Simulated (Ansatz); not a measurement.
A run of Ansatz 0.2.0 is set up as follows.

The input input.yaml:

```yaml
crystal:
  lattice:
    - [0.0, 2.6045, 2.6045]
    - [2.6045, 0.0, 2.6045]
    - [2.6045, 2.6045, 0.0]
  atoms:
    - { symbol: Mn, position: [0.0, 0.0, 0.0], spin: 4.0 }
    - { symbol: S, position: [0.5, 0.5, 0.5] }
kpoints:
  mp_grid: { grid: [9, 9, 9] }
  band_path:
    path:
      - [0.0, 0.0, 0.0]
      - [0.5, 0.0, 0.5]
      - [0.5, 0.25, 0.75]
      - [0.375, 0.375, 0.75]
      - [0.0, 0.0, 0.0]
      - [0.5, 0.5, 0.5]
      - [0.625, 0.25, 0.625]
      - [0.5, 0.25, 0.75]
    npoints: 12
scf:
  occupations: { method: fermi_dirac, width: 0.05 }
hamiltonian:
  xc: pbe
  pseudopotentials: { kind: all_electron, lapw: { basis_error: 0.001 } }
magnetization:
  spin_polarized: true
output:
  forces: true
  stress: true
  eigenvalues: true
```

Potentials or basis: all-electron LAPW, scalar-relativistic.

Launch:

```sh
$ ansatz run input.yaml --threads 2 --pin off --max-ram 6144MiB --backend cpu --events-out ev --progress --plain --runs-dir out
```

Question: Predict the net moment.

Answer: 4.71 μB per cell.

Question: Predict the absolute moment.

Answer: 4.71 μB per cell.

Levels at the corners of the path, in eV from the Fermi level:
Spin up:
| point | band 13 | band 14 | band 15 | band 16 | band 17 | band 18 | band 19 | band 20 | band 21 |
| --- | --- | --- | --- | --- | --- | --- | --- | --- | --- |
| Γ | -3.27 | -3.27 | -1.88 | -1.88 | -1.88 | 1.69 | 8.50 | 8.50 | 8.50 |
| X | -3.49 | -3.02 | -2.72 | -2.72 | -2.23 | 0.82 | 5.43 | 10.12 | 11.90 |
| W | -2.72 | -2.66 | -2.66 | -2.42 | -2.04 | 4.09 | 6.61 | 7.10 | 7.10 |
| K | -3.09 | -2.79 | -2.53 | -2.21 | -1.40 | 2.49 | 6.17 | 8.39 | 8.83 |
| Γ | -3.27 | -3.27 | -1.88 | -1.88 | -1.88 | 1.69 | 8.50 | 8.50 | 8.50 |
| L | -2.85 | -2.85 | -2.47 | 0.40 | 0.40 | 2.80 | 5.33 | 5.33 | 8.47 |
| U | -3.09 | -2.79 | -2.53 | -2.21 | -1.40 | 2.49 | 6.17 | 8.39 | 8.83 |
| W | -2.72 | -2.66 | -2.66 | -2.42 | -2.04 | 4.09 | 6.61 | 7.10 | 7.10 |
Spin down:
```tsv
point	band 8	band 9	band 10	band 11	band 12	band 13	band 14	band 15	band 16	band 17
Γ	-46.11	-14.30	-1.67	-1.67	-1.67	0.32	0.32	0.32	0.37	0.37
X	-46.12	-12.87	-5.57	-3.19	-3.19	-0.79	0.80	1.54	1.54	1.63
W	-46.12	-12.78	-4.75	-4.75	-4.16	1.02	1.02	1.22	1.50	1.54
K	-46.11	-12.82	-5.16	-4.78	-3.36	0.29	1.41	1.50	1.55	1.67
Γ	-46.11	-14.30	-1.67	-1.67	-1.67	0.32	0.32	0.32	0.37	0.37
L	-46.11	-13.03	-6.38	-3.36	-3.36	1.30	1.30	1.48	3.20	3.20
U	-46.11	-12.82	-5.16	-4.78	-3.36	0.29	1.41	1.50	1.55	1.67
W	-46.12	-12.78	-4.75	-4.75	-4.16	1.02	1.02	1.22	1.50	1.54
```

Caveat: a cell with one magnetic atom can't hold antiferromagnetic order, which such compounds often take; semilocal functionals often make such compounds metallic where correlation or magnetic order opens a gap, which also shifts bond lengths.
